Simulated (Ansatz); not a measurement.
## BP: from a migration barrier to a jump rate

Computed with Ansatz 0.2.0, DFT PBEsol, scalar-relativistic, plane waves, PAW. The runs took a 420 eV cutoff, a Γ-centred 4×4×4 mesh and Gaussian smearing (0.05 eV). No spin polarisation.

In a supercell of 16 sites an atom of B jumps into a neighbouring B vacancy, a = 3.20 Å from site to site in the perfect crystal, with a cell charge of -3 (uniform background, no finite-size correction; the gap has closed on this mesh at the top of the path, so the charge state is nominal there). A nudged elastic band with 7 inner images puts the highest image 2.616 eV above the start and 2.616 eV above the end. Take it as the barrier; the order of the saddle wasn't checked, and the cell is small.

With an assumed attempt frequency of 10¹³ s⁻¹, how often does the jump happen, and how fast does the vacancy diffuse?

Transition-state theory gives Γ = ν exp(−E/k_BT), and one such jump direction contributes Γa²/6 to the vacancy's diffusion coefficient averaged over directions:

| T (K) | E/k_BT | Γ (1/s) | Γa²/6 (cm²/s) |
| --- | --- | --- | --- |
| 300 | 101.2 | 1.1 × 10^-31 | 1.9 × 10^-47 |
| 600 | 50.6 | 1.1 × 10^-9 | 1.8 × 10^-25 |
| 1000 | 30.4 | 6.5 × 10^-1 | 1.1 × 10^-16 |
| 1500 | 20.2 | 1.6 × 10^4 | 2.8 × 10^-12 |

The rate reaches one jump a second at T = E/(k_B ln 10¹³) = 1014 K. The number of equivalent jumps multiplies D if they link up through the crystal; a hop between two sites alone gives no long-range diffusion, which then waits on a higher barrier. In either case the atoms' own diffusion carries the vacancy concentration and a correlation factor besides. Rows above the melting point are formal, and so are rows where E/k_BT falls under about 3, since the theory needs rare jumps.

How much does an error of 0.1 eV in the barrier matter?

It multiplies the rate by exp(0.1 eV/k_BT): 48 at 300 K and 3.2 at 1000 K, more than the usual doubt about ν at low temperature.

Cost: 1 run of about 21 core-minutes, on Arm Neoverse V2 (shared hosts).